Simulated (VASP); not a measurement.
VASP inputs for InSb (CsCl)

INCAR

```
GGA = CA
EDIFF = 1E-7
NSW = 40
SIGMA = 0.02
EDIFFG = -5E-3
LASPH = .TRUE.
NBANDS = 16
LREAL = .FALSE.
ENCUT = 600
IBRION = 2
LWAVE = .FALSE.
NELM = 120
ISMEAR = -1
PREC = Accurate
LCHARG = .FALSE.
ISIF = 3
```

KPOINTS

```
KPOINTS created by Atomic Simulation Environment
0
Gamma
6 6 6
0 0 0
```

POSCAR

```
In Sb
 1.0000000000000000
     3.7989045434132893   -0.0000000000000000    0.0000000000000000
    -0.0000000000000000    3.7989045434132893    0.0000000000000000
     0.0000000000000000    0.0000000000000000    3.7989045434132893
 In  Sb
   1   1
Cartesian
 -0.0000000000000000  0.0000000000000000  0.0000000000000000
  1.8994522717066447  1.8994522717066447  1.8994522717066447
```

VASP ran with the recommended LDA PAW datasets (18 valence electrons in the cell).

Task: Estimate the main results of this run.

Result: relaxed cell vector lengths 3.692, 3.692, 3.692 Å; relaxed cell volume 50.33 Å³.
